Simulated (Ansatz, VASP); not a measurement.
**Two plane-wave programs on GaP**

```
Ga P
1.0
     0.00000    2.71923    2.71923
     2.71923    0.00000    2.71923
     2.71923    2.71923    0.00000
Ga P
1 1
Direct
  0.00000 0.00000 0.00000
  0.25000 0.25000 0.25000
```

Alike in both runs: task single point; functional PBEsol; k mesh 8 × 8 × 8; occupations gaussian, width 0.02 eV; no spin polarisation.

```csv
,VASP,Ansatz
version,VASP 6.6.1,Ansatz 0.2.0
potentials or method,"VASP PAW PBE potentials, release 64 (Ga_d, P)","scalar-relativistic, plane waves, PAW"
plane-wave cutoff (eV),520,420
valence electrons in the cell,18,18
```

```tsv
	VASP	Ansatz	Ansatz less VASP
gap on the k mesh at the Fermi level (eV)	1.50	1.50	-0.003
least direct gap on the mesh (eV)	1.80	1.80	-0.007
pressure (GPa)	-0.1	0.0	+0.09
```

Caveats: the PAW data sets were made with another functional, which shifts forces and pressure a little (VASP). A k mesh can miss the band edges.
